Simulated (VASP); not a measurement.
A run of VASP 6.6.1 is set up as follows.

INCAR

```
SYSTEM = B17HN18
  ALGO = Normal
  EDIFF = 1E-7
  ENCUT = 520
  GGA = PE
  ISIF = 2
  ISMEAR = -1
  LASPH = .True.
  LCHARG = .True.
  LELF = .True.
  LREAL = Auto
  LVHAR = .True.
  LWAVE = .False.
  NBANDS = 95
  NELM = 100
  PREC = Accurate
  SIGMA = 0.01
```

Contents of KPOINTS:

```
Automatic mesh
0
Gamma
  1 1 1
  0.25 0.25 0.25
```

File POSCAR:

```
B17HN18
1.0
    7.4650312800      0.0000000000      0.0000000000
   -3.7325156400      6.4649067300      0.0000000000
    0.0000000000      0.0000000000      6.4954828800
B N H
17 18 1
Direct
    0.1140532651      0.2216554682      0.2507647365
    0.2184761207      0.1088459880      0.7360294064
    0.1139121827      0.5548965536      0.2527749493
    0.2228206555      0.4421236747      0.7599638783
    0.1138497535      0.8882741421      0.2494897599
    0.2187596500      0.7769814072      0.7546427677
    0.4474040583      0.2218188943      0.2493534206
    0.5512587155      0.1099368025      0.7441743377
    0.4475049017      0.5548218140      0.2523595452
    0.4473606569      0.8882771882      0.2516329031
    0.5579993866      0.7820318332      0.7648381779
    0.7805405717      0.2216776152      0.2505757342
    0.8876473405      0.1161877339      0.7544594431
    0.7802988748      0.5548652588      0.2518644222
    0.8803335101      0.4434290692      0.7539079982
    0.7805341811      0.8881512599      0.2517980515
    0.8855341709      0.7820639333      0.7521741416
    0.1097163651      0.2221299901      0.7494520026
    0.2245973308      0.1108742482      0.2476846501
    0.1089295749      0.5556163486      0.7592149908
    0.2246544802      0.4441301826      0.2539631865
    0.1080455687      0.8876085465      0.7480556496
    0.2246857432      0.7775450646      0.2518156262
    0.4341317543      0.2082832712      0.7161789390
    0.5580726037      0.1108336920      0.2483240672
    0.4403070002      0.5677556113      0.7823816185
    0.5580212991      0.4441003237      0.2521009258
    0.4408255038      0.8877902413      0.7575154061
    0.5580883311      0.7775885283      0.2545779138
    0.7737429675      0.2231485406      0.7524323901
    0.8913546434      0.1109053744      0.2513979231
    0.7878231322      0.5685911459      0.7383091927
    0.8913486992      0.4442284202      0.2513526920
    0.7786105573      0.8958967557      0.7601603478
    0.8913316700      0.7776188041      0.2502553192
    0.5152110597      0.3648888344      0.6940234849
```

Potentials or basis: VASP PAW PBE potentials, release 64 (B, N, H).

Launch:

```bash
$ cat potpaw_PBE.64/B/POTCAR potpaw_PBE.64/N/POTCAR potpaw_PBE.64/H/POTCAR > POTCAR
$ mpirun -np 1 vasp_std > vasp.out
```

Q: Predict the band gap on the k mesh.

A: 0.05 eV, indirect (least direct gap 0.07 eV).

Q: Estimate the largest force.

A: 0.497 eV/Å.

Q: What does it give for the pressure?

A: 9.7 GPa.

Forces in eV/Å, atoms in the order of the input:
```
B   -0.176  0.119  0.007
B   -0.018 -0.029  0.039
B   -0.167  0.101 -0.003
B   -0.022  0.426  0.086
B   -0.184  0.106 -0.001
B    0.163 -0.175 -0.008
B   -0.188  0.091  0.019
B   -0.088 -0.213  0.003
B   -0.204  0.114 -0.011
B   -0.188  0.104 -0.004
B   -0.061 -0.256  0.002
B   -0.184  0.109 -0.002
B    0.216 -0.207  0.003
B   -0.163  0.130  0.004
B    0.290  0.403 -0.021
B   -0.176  0.096  0.002
B   -0.037 -0.017  0.026
N   -0.091  0.007 -0.091
N    0.182 -0.109 -0.015
N   -0.223 -0.240 -0.023
N    0.175 -0.101 -0.001
N   -0.090  0.044  0.003
N    0.178 -0.094  0.005
N    0.204  0.030 -0.024
N    0.190 -0.095  0.003
N    0.220 -0.014  0.060
N    0.173 -0.112 -0.003
N   -0.033  0.200 -0.048
N    0.187 -0.101  0.004
N   -0.154  0.039 -0.037
N    0.174 -0.097  0.001
N   -0.200 -0.216  0.010
N    0.178 -0.120 -0.002
N   -0.053  0.111 -0.031
N    0.181 -0.112  0.004
H   -0.012  0.076  0.045
```

Expect the measured gap to be larger: semilocal functionals such as PBE lack the derivative discontinuity.
